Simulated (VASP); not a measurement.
# C (Fd-3m) in VASP: notebook, part 2 of 2

VASP 6.6.1.

### Step 5. Single point, LDA (grid = ENCUT=460 dk=0.45 cell=2x2x2 ISMEAR=0 SIGMA=0.05 LREAL=Auto EDIFF=1e-06)

INCAR

```
SYSTEM = C
PREC = Accurate ; ENCUT = 460
EDIFF = 1E-6 ; ISMEAR = 0
SIGMA = 0.05 ; LREAL = Auto
LASPH = .TRUE. ; NELM = 120
ALGO = Fast ; ISIF = 2
LWAVE = .FALSE. ; LCHARG = .FALSE.
NBANDS = 40
```

KPOINTS

```
Automatic mesh
0
G
  4 4 4
  0 0 0
```

POSCAR

```
C
1.0
    0.0000000000      3.5667400000      3.5667400000
    3.5667400000      0.0000000000      3.5667400000
    3.5667400000      3.5667400000      0.0000000000
C
16
Direct
    0.3750000000      0.3750000000      0.3750000000
    0.3750000000      0.3750000000      0.8750000000
    0.3750000000      0.8750000000      0.3750000000
    0.3750000000      0.8750000000      0.8750000000
    0.8750000000      0.3750000000      0.3750000000
    0.8750000000      0.3750000000      0.8750000000
    0.8750000000      0.8750000000      0.3750000000
    0.8750000000      0.8750000000      0.8750000000
    0.2500000000      0.2500000000      0.2500000000
    0.2500000000      0.2500000000      0.7500000000
    0.2500000000      0.7500000000      0.2500000000
    0.2500000000      0.7500000000      0.7500000000
    0.7500000000      0.2500000000      0.2500000000
    0.7500000000      0.2500000000      0.7500000000
    0.7500000000      0.7500000000      0.2500000000
    0.7500000000      0.7500000000      0.7500000000
```

Potentials or basis: VASP PAW LDA potentials, release 64 (C).

Command:

```sh
cat potpaw_LDA.64/C/POTCAR > POTCAR
mpirun -np 1 vasp_std > vasp.out
```

OUTCAR:

```text
SYSTEM = C
   PREC = Accurate
   ENCUT = 460
   EDIFF = 1E-6
   ISMEAR = 0
   LREAL = Auto
   LASPH = .TRUE.
   NELM = 120
   ISIF = 2

 Found      8 irreducible k-points:

 Following reciprocal coordinates:
            Coordinates               Weight
  0.000000  0.000000  0.000000      1.000000
  0.250000  0.000000  0.000000      8.000000
  0.500000  0.000000  0.000000      4.000000
  0.250000  0.250000  0.000000      6.000000
  0.500000  0.250000  0.000000     24.000000
 -0.250000  0.250000  0.000000     12.000000
   k-points           NKPTS =      8   k-points in BZ     NKDIM =      8   number of bands    NBANDS=     40
   number of dos      NEDOS =    301   number of ions     NIONS =     16
   total plane-waves  NPLWV =  46656
   dimension x,y,z NGX =    36 NGY =   36 NGZ =   36
   dimension x,y,z NGXF=    72 NGYF=   72 NGZF=   72
   ions per type =              16
   NGX,Y,Z   is equivalent  to a cutoff of  11.86, 11.86, 11.86 a.u.
   NGXF,Y,Z  is equivalent  to a cutoff of  23.73, 23.73, 23.73 a.u.
 SYSTEM =  C
   PREC   = accura    normal or accurate (medium, high low for compatibility)
   ISTART =      0    job   : 0-new  1-cont  2-samecut
[... 65 lines left out ...]
  band No.  band energies     occupation
      1     -11.5944      2.00000
      2      -5.7532      2.00000
      3      -5.7532      2.00000
      4      -5.7532      2.00000
      5      -5.7532      2.00000
      6      -3.6341      2.00000
[... 247 lines left out ...]
     39      17.7368      0.00000
     40      17.8832      0.00000

 [... further k-points ...]

------------------------ aborting loop because EDIFF is reached ----------------------------------------

  FORCE on cell =-STRESS in cart. coord.  units (eV):
  Direction    XX          YY          ZZ          XY          YZ          ZX
  --------------------------------------------------------------------------------------
  -------------------------------------------------------------------------------------
  Total       -6.7629059     -6.7629059     -6.7629059      0.0000000     -0.0000000      0.0000000
  in kB     -119.3986928   -119.3986928   -119.3986928      0.0000000     -0.0000000      0.0000000
  external PRESSURE =    -119.3986928 kB  Pullay stress =       0.0000000 kB

 VOLUME and BASIS-vectors are now :
 -----------------------------------------------------------------------------
  energy-cutoff  :      460.00
  volume of cell :       90.75
      direct lattice vectors                 reciprocal lattice vectors
     0.000000000  3.566740000  3.566740000    -0.140184034  0.140184034  0.140184034
     3.566740000  0.000000000  3.566740000     0.140184034 -0.140184034  0.140184034
     3.566740000  3.566740000  0.000000000     0.140184034  0.140184034 -0.140184034

 POSITION                                       TOTAL-FORCE (eV/Angst)
 -----------------------------------------------------------------------------------
      2.67505      2.67505      2.67505        -0.000000      0.000000     -0.000000
      4.45843      4.45843      2.67505        -0.000000     -0.000000     -0.000000
      4.45843      2.67505      4.45843        -0.000000      0.000000     -0.000000
      6.24179      4.45843      4.45843        -0.000000      0.000000     -0.000000
      2.67505      4.45843      4.45843        -0.000000      0.000000     -0.000000
      4.45843      6.24179      4.45843        -0.000000     -0.000000     -0.000000
[... 8 lines left out ...]
      3.56674      3.56674      5.35011         0.000000     -0.000000      0.000000
      5.35011      5.35011      5.35011         0.000000     -0.000000      0.000000
 -----------------------------------------------------------------------------------
    total drift:                                0.000000     -0.000000     -0.000000

  FREE ENERGIE OF THE ION-ELECTRON SYSTEM (eV)
  ---------------------------------------------------
  free  energy   TOTEN  =      -161.8995462829 eV

  energy  without entropy=     -161.8995462829  energy(sigma->0) =     -161.89954628
```

OSZICAR:

```text
N       E                     dE             d eps       ncg     rms          rms(c)
DAV:   1     0.171372874571E+03    0.17137E+03   -0.32255E+04   640   0.142E+03
DAV:   2    -0.155906695040E+03   -0.32728E+03   -0.31139E+03   824   0.277E+02
DAV:   3    -0.168095259515E+03   -0.12189E+02   -0.12116E+02   776   0.556E+01
DAV:   4    -0.168308777617E+03   -0.21352E+00   -0.21313E+00   808   0.760E+00
DAV:   5    -0.168311959609E+03   -0.31820E-02   -0.31805E-02   760   0.979E-01    0.162E+01
RMM:   6    -0.163538461272E+03    0.47735E+01   -0.32982E+00   649   0.844E+00    0.944E+00
RMM:   7    -0.161873863387E+03    0.16646E+01   -0.53907E+00   697   0.111E+01    0.196E+00
RMM:   8    -0.161899105468E+03   -0.25242E-01   -0.33717E-01   699   0.340E+00    0.567E-01
RMM:   9    -0.161898425086E+03    0.68038E-03   -0.10367E-01   729   0.158E+00    0.188E-01
RMM:  10    -0.161899216649E+03   -0.79156E-03   -0.16487E-02   731   0.664E-01    0.946E-02
RMM:  11    -0.161899439534E+03   -0.22289E-03   -0.55975E-03   766   0.323E-01    0.150E-02
RMM:  12    -0.161899516170E+03   -0.76635E-04   -0.82280E-04   759   0.140E-01    0.764E-03
RMM:  13    -0.161899542161E+03   -0.25991E-04   -0.23776E-04   748   0.613E-02    0.116E-02
RMM:  14    -0.161899545515E+03   -0.33540E-05   -0.46451E-05   734   0.287E-02    0.236E-03
RMM:  15    -0.161899546283E+03   -0.76822E-06   -0.90700E-06   565   0.118E-02
   1 F= -.16189955E+03 E0= -.16189955E+03  d E =-.328548E-16
```

stdout:

```text
POSCAR found type information on POSCAR C
 POSCAR found :  1 types and      16 ions
 scaLAPACK will be used
 LDA part: xc-table for (Slater(with rela. corr.)+CA(PZ))
 , standard interpolation
 POSCAR, INCAR and KPOINTS ok, starting setup
 FFT: planning ... GRIDC
 FFT: planning ... GRID_SOFT
 FFT: planning ... GRID
 WAVECAR not read
 entering main loop
```

Wall time 40 s (1 thread of Intel Xeon Platinum 8375C at 2.90GHz (Ice Lake), shared host); peak memory 0.17 GiB.

These settings aren't checked as converged: the numbers below hold their error.

Results:

```
Free energy            : -161.8995 eV
Pressure               : -11.9 GPa
Band gap on the k mesh : 4.10 eV
```

Caveat: the cutoff is under 1.25 times the usual one of these potentials, so pressure, stress and relaxed cells hold a basis-set (Pulay) error.

### Step 6. Single point, LDA (grid = ENCUT=520 dk=0.45 cell=2x2x2 ISMEAR=0 SIGMA=0.05 LREAL=Auto EDIFF=1e-06)

INCAR, as its differences from that of step 5:

```diff
@@ -1,3 +1,3 @@
 SYSTEM = C
-PREC = Accurate ; ENCUT = 460
+PREC = Accurate ; ENCUT = 520
 EDIFF = 1E-6 ; ISMEAR = 0
```

KPOINTS is that of step 5.

POSCAR is that of step 5.

Potentials or basis: VASP PAW LDA potentials, release 64 (C).

Command:

```sh
cat potpaw_LDA.64/C/POTCAR > POTCAR
mpirun -np 1 vasp_std > vasp.out
```

Run time: 47 s. Hardware: 1 thread of Intel Xeon Platinum 8375C at 2.90GHz (Ice Lake), shared host; peak memory 0.18 GiB.

These settings aren't checked as converged: the numbers below hold their error.

What came out:

```yaml
Free_energy: -161.8845 eV
Pressure: -11.3 GPa
Band_gap_on_the_k_mesh: 4.10 eV
```
